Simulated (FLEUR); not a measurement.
Bi2Te2Se:

```
Bi Te Se
1.0
     2.16097    1.24764   10.58557
    -2.16097    1.24764   10.58557
     0.00000   -2.49527   10.58557
Bi Te Se
2 2 1
Direct
  0.39172 0.39172 0.39172
  0.60828 0.60828 0.60828
  0.78040 0.78040 0.78040
  0.21960 0.21960 0.21960
  0.00000 0.00000 0.00000
```

The cell is a database's computed one.

Base run:

```yaml
Program: FLEUR MaX-R8.1 (later development tree)
Functional: r2SCAN
Potentials_or_basis: all-electron
Basis: FLAPW
Kmax: 4.1 1/bohr
k_mesh: 7 × 7 × 7
Occupations: fermi-dirac, width 0.05 eV
Spin: no spin polarisation
```

Its results: band gap on the k mesh 0.74 eV, direct.

Q: The run is repeated on the same cell with these changes: functional from r2SCAN to PBEsol. What comes out?

A: Band gap on the k mesh 0.41 eV, direct.

r2SCAN gives the wider gap, since meta-GGAs in the generalised Kohn-Sham scheme recover part of the derivative discontinuity.

Caveats: spin-orbit coupling is left out, which as a rule narrows the gap of such compounds by several tenths of an eV; the meta-GGA is that of a development version, with a GGA for the radial functions and cores and without core tails (some runs).
